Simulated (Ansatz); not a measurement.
## CoO under changes of volume

One of the cells (9.848 Å³/atom); the others are scaled copies at fixed shape and fractional positions:

```
Co O
1.0
     2.85630    0.00000    0.00000
    -1.42815    2.47363    0.00000
     0.00000    0.00000    2.78761
Co O
1 1
Cartesian
  0.0000 0.0000 0.0000
  1.4281 0.8245 1.3938
```

Measurements of this composition are mostly on another form, of space group No. 225.

* Program: Ansatz 0.2.0
* Functional: PBE
* Potentials or basis: Ansatz PAW
* Cutoff: 420 eV (not typed: the program's choice for these potentials)
* k mesh: 11 × 11 × 10
* Occupations: fermi-dirac, width 0.05 eV
* Spin: collinear spin, ferromagnetic start
* Starting moments: [2.0, 0.0] μB

```csv
volume (Å³/atom),energy over the lowest point (meV/atom),pressure (GPa)
9.257,1.09,3.1
9.454,0.00,-0.9
9.651,?,?
9.848,11.39,-7.8
10.045,22.85,-10.6
10.242,37.63,-13.2
10.439,55.35,-15.5
```

**Question.** What does the run at 9.651 Å³/atom give?

**Answer.** Energy over the lowest point 3.61 meV/atom; pressure -4.6 GPa.

Worked out: A Birch-Murnaghan fit of order 3 (a polynomial in V^(-2/3)) to the other rows has its minimum at 9.40 Å³/atom with B0 = V·E''(V) = 188 GPa and B' = 4.6 at fixed shape and positions, which overstates the stiffness. It gives 3.61 meV/atom at 9.651 Å³/atom, against the run's 3.61, and -dE/dV = -4.7 GPa, against -4.6.

Energies are extrapolated to zero smearing.

Caveats: a cell with one magnetic atom can't hold antiferromagnetic order, which such compounds often take.
